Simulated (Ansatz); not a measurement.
SrTe in the rocksalt structure

The computed numbers are results of PBEsol, scalar-relativistic (no spin polarisation) in the plane-wave PAW code Ansatz at 420 eV, 8×8×8 k-mesh, Gaussian smearing of 0.05 eV. The datasets are Ansatz's generated set soft_2.

```
CELL_PARAMETERS angstrom
0.00000 3.30387 3.30387
3.30387 0.00000 3.30387
3.30387 3.30387 0.00000
ATOMIC_POSITIONS crystal
Sr 0.50000 0.50000 0.50000
Te 0.00000 0.00000 0.00000
```

The compound is reported in the structure type of the start.

Elastic constants come from the stress of slightly strained cells with relaxed atoms, in GPa, Voigt order xx, yy, zz, yz, xz, xy in the Cartesian frame of the vectors above.

```
86.1 10.4 10.4  0.0  0.0  0.0
10.4 86.1 10.4  0.0  0.0  0.0
10.4 10.4 86.1  0.0  0.0  0.0
 0.0  0.0  0.0 14.8  0.0  0.0
 0.0  0.0  0.0  0.0 14.8  0.0
 0.0  0.0  0.0  0.0  0.0 14.8
```

Q: Work out the Voigt, Reuss and Hill moduli.

A: Voigt: K = (C11 + C22 + C33 + 2(C12 + C13 + C23))/9 = 36 GPa, G = (C11 + C22 + C33 − C12 − C13 − C23 + 3(C44 + C55 + C66))/15 = 24 GPa. Reuss, from the compliances S = C⁻¹: K = 36 GPa, G = 19.6 GPa. Hill means: K = 36 GPa, G = 22 GPa.

Q: And Young's modulus, Poisson's ratio, Pugh's ratio and the anisotropy?

A: E = 9KG/(3K + G) = 54 GPa, ν = (3K − 2G)/(6K + 2G) = 0.25, K/G = 1.64 (under the 1.75 that Pugh's rule, made for metals, takes as the line between brittle and ductile), universal anisotropy index 5G_V/G_R + K_V/K_R − 6 = 1.1. The eigenvalues of C are 14.8, 14.8, 14.8, 76, 76, 107 GPa, all positive.

Q: What sound velocities and Debye temperature follow for a polycrystal?

A: With a density of 4.955 g/cm³ (mean mass 107.6 u, 36.06 Å³/atom), K = 35.6 and G = 21.81 GPa from the unrounded constants, v_l = √((K + 4G/3)/ρ) = 3610 m/s and v_t = √(G/ρ) = 2100 m/s. The mean [(1/v_l³ + 2/v_t³)/3]^(−1/3) is 2330 m/s, and θ_D = (ħ/k_B)(6π²/V)^(1/3) v_m ≈ 210 K, with V the volume an atom. This is the low-temperature, elastic estimate.

For a cubic crystal three numbers say it all: C11 = 86.1, C12 = 10.4, C44 = 14.8 GPa. K = (C11 + 2C12)/3 = 35.6 GPa. The two shear moduli are C44 and C′ = (C11 − C12)/2 = 37.8 GPa, so Zener's ratio C44/C′ is 0.39: the crystal is stiffest along ⟨100⟩ and softest along ⟨111⟩. The Cauchy pressure C12 − C44 is -4.4 GPa; pair forces would make it zero if every atom sat on a centre of inversion, as here.

The equation of state, an independent route, gives B0 = 36 GPa, against 36 GPa here.

No spin–orbit coupling, a notable omission for heavy elements.

SrTe resists stretching along the cube axes far more than it resists shear of the cube faces, with C11 at 86.1 GPa against 14.8 GPa for C44. The rocksalt geometry explains this. Strain along ⟨100⟩ changes the Sr–Te contacts directly and meets the short-range repulsion between ions, whereas a C44 shear alters their angles but, to first order, not their lengths. The restoring force then comes mainly from electrostatics and weaker interactions between more distant ions.

The negative Cauchy pressure points to forces beyond a central pair model. Probable sources are the deformability of the large, polarisable telluride ion and some covalent directionality, which the elastic constants alone cannot separate. The low Debye temperature reflects the soft shear response together with the heavy atoms.

The agreement between the two bulk moduli supports the numerical consistency of the strain calculations, but it does not test the functional, which both share. The positive eigenvalues establish stability against small homogeneous strains only, not against phonons at finite wavevector or transformation to the CsCl structure.
